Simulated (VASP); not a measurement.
Set up this calculation in VASP 6.6.1, as the native input.

* Task: relaxation of cell and atoms
* Functional: PBE
* Potentials or basis: VASP PAW PBE potentials, release 64 (S)
* Cutoff: 350 eV
* k mesh: 15 × 15 × 15
* Occupations: gaussian, width 0.02 eV
* Spin: no spin polarisation
* Target pressure: 160 GPa
* Further INCAR settings: ALGO = Normal; EDIFF = 1e-07; IBRION = 2; EDIFFG = -0.002; NSW = 80; ISIF = 3
* Target pressure: 160 GPa

The structure of S lies in POSCAR:

```
S                                       
1.0
    1.6869576938      0.9739654849      0.8891915202
   -1.6869576938      0.9739654849      0.8891915202
   -0.0000000000     -1.9479309546      0.8891915148
  S             
     1
Direct
     0.0000000000000000    0.0000000000000000    0.0000000000000000
```

This isn't the form of S at room conditions, which is orthorhombic, of S8 rings.

One way to write it, as run:

INCAR

```
ALGO = Normal
EDIFF = 1E-7
EDIFFG = -0.002
ENCUT = 350
GGA = PE
IBRION = 2
ISIF = 3
ISMEAR = 0
LASPH = True
LCHARG = False
LREAL = False
LWAVE = False
NELM = 100
NSW = 80
PREC = Accurate
PSTRESS = 1600.0
SIGMA = 0.02
```

KPOINTS

```
k-points
0
Gamma
  15 15 15
```

Potentials or basis: VASP PAW PBE potentials, release 64 (S).

Command:

```bash
$ cat potpaw_PBE.64/S/POTCAR > POTCAR
$ mpirun -np 1 vasp_std > vasp.out
```

Results of the run:

```yaml
Relaxed_volume: 8.77 Å³/atom
Relaxed_cell: a = 2.142 Å, b = 2.142 Å, c = 2.142 Å, α = 103.96°, β = 103.96°, γ = 103.96°
Space_group_after_relaxing_to_0.05_Å: R-3m (No. 166)
Energy_change_on_relaxing_the_enthalpy_is_what_falls: -5.6 meV/atom
Ionic_steps: 6
Pressure_after_relaxing: 160.0 GPa
Band_gap_on_the_k_mesh: none (metal or under the smearing width)
```

Caveat: the cell is relaxed towards a set pressure, so the enthalpy falls and the energy may rise.

Run time: 15 s on 1 thread of Intel(R) Xeon(R) Platinum 8259CL CPU @ 2.50GHz (Skylake/Cascade Lake) (shared host), peak memory 0.11 GiB.
